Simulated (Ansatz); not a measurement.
Results of PBE-D3(BJ) (plane waves, PAW; Ansatz, a program for electronic structure) for rock-salt LiI.

Numerical settings: plane-wave cutoff 520 eV, 10×10×10 k mesh, Fermi–Dirac smearing 0.01 eV, scalar-relativistic PAW data made under PBE.

Response to compression and expansion:

```json
[
 {"V (Å³/atom)": "23.625", "P (GPa)": "1.74", "direct gap at Γ (eV)": "4.902", "smallest gap on the k mesh (eV)": "4.370"},
 {"V (Å³/atom)": "24.128", "P (GPa)": "1.10", "direct gap at Γ (eV)": "4.796", "smallest gap on the k mesh (eV)": "4.370"},
 {"V (Å³/atom)": "24.631", "P (GPa)": "0.52", "direct gap at Γ (eV)": "4.696", "smallest gap on the k mesh (eV)": "4.370"},
 {"V (Å³/atom)": "25.133", "P (GPa)": "0.01", "direct gap at Γ (eV)": "4.601", "smallest gap on the k mesh (eV)": "4.368"},
 {"V (Å³/atom)": "25.636", "P (GPa)": "-0.46", "direct gap at Γ (eV)": "4.512", "smallest gap on the k mesh (eV)": "4.366"},
 {"V (Å³/atom)": "26.139", "P (GPa)": "-0.88", "direct gap at Γ (eV)": "4.428", "smallest gap on the k mesh (eV)": "4.364"},
 {"V (Å³/atom)": "26.641", "P (GPa)": "-1.25", "direct gap at Γ (eV)": "4.348", "smallest gap on the k mesh (eV)": "4.337"}
]
```

The fundamental gap (4.37 eV at the equilibrium volume, with added k points) lies elsewhere than Γ–Γ.

Measured, for comparison: band gap 6.4 eV (temperature not stated, no zero-point or thermal correction, our sources range from 6.10 to 6.40; as tabulated in Aguado et al. (1998), arXiv:cond-mat/9809176).

Spin–orbit coupling is not included; with these elements it can move the gap by several tenths of an eV or more.
